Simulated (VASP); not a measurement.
**BeSe: equation of state with PBEsol**

The system is BeSe.

```xyz
2
Lattice="0.0000 2.5350 2.5350 2.5350 0.0000 2.5350 2.5350 2.5350 0.0000" Properties=species:S:1:pos:R:3 pbc="T T T"
Se    3.8025    3.8025    3.8025
Be    0.0000    0.0000    0.0000
```

```
Program             : VASP 6.6.1
Task                : equation of state
Functional          : PBEsol
Potentials or basis : VASP PAW PBE potentials, release 64 (Se, Be)
Cutoff              : 520 eV
k mesh              : 9 × 9 × 9
Occupations         : fermi-dirac, width 0.05 eV
Spin                : no spin polarisation
```

- Equilibrium volume: 16.93 Å³/atom
- Bulk modulus: 79 GPa
- Pressure derivative of the bulk modulus: 3.9

Energy against volume, from the lowest point:
```csv
volume (Å³/atom),energy (meV/atom)
15.313,44.92
15.639,27.67
15.965,14.94
16.290,6.33
16.616,1.46
16.942,0.00
17.268,1.63
```

All runs of the series together: 86 s on 1 thread of AMD EPYC 7R13 Processor (Zen 3), with other jobs on the host.

Caveat: the PAW data sets were made with another functional, which shifts forces and pressure a little. Zero-point motion and thermal expansion aren't in these numbers.
